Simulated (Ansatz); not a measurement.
## ZnO (I-43d) at 2 levels of theory

One geometry, relaxed with PBE; plane waves with PAW potentials in Ansatz, scalar-relativistic. No spin polarisation. Gaps are the least over mesh and band path; pressure is positive in compression.

```xyz
12
Lattice="-3.2849 3.2849 3.2849 3.2849 -3.2849 3.2849 3.2849 3.2849 -3.2849" Properties=species:S:1:pos:R:3 pbc="T T T"
Zn    4.9274    0.8212    0.0000
Zn    0.0000    1.6425    2.4637
Zn    0.8212    0.0000    4.9274
Zn    0.0000    4.9274    0.8212
Zn    1.6425    2.4637    0.0000
Zn    2.4637    0.0000    1.6425
O     0.8212    3.2849    1.6425
O     3.2849   -1.6425    2.4637
O     2.4637    3.2849   -1.6425
O     3.2849    1.6425    0.8212
O    -1.6425    2.4637    3.2849
O     1.6425    0.8212    3.2849
```

```
level  cutoff (eV)  k mesh  gap (eV)  pressure (GPa)
  PBE          420   8×8×8      0.44             0.0
```

Q: What comes out on the same cell with r2SCAN?

A:
```csv
level,cutoff (eV),k mesh,gap (eV),pressure (GPa)
r2SCAN,500,8×8×8,0.88,-6.1
```

The structure comes from a generated guess; another structure or a mixture of phases may lie lower.
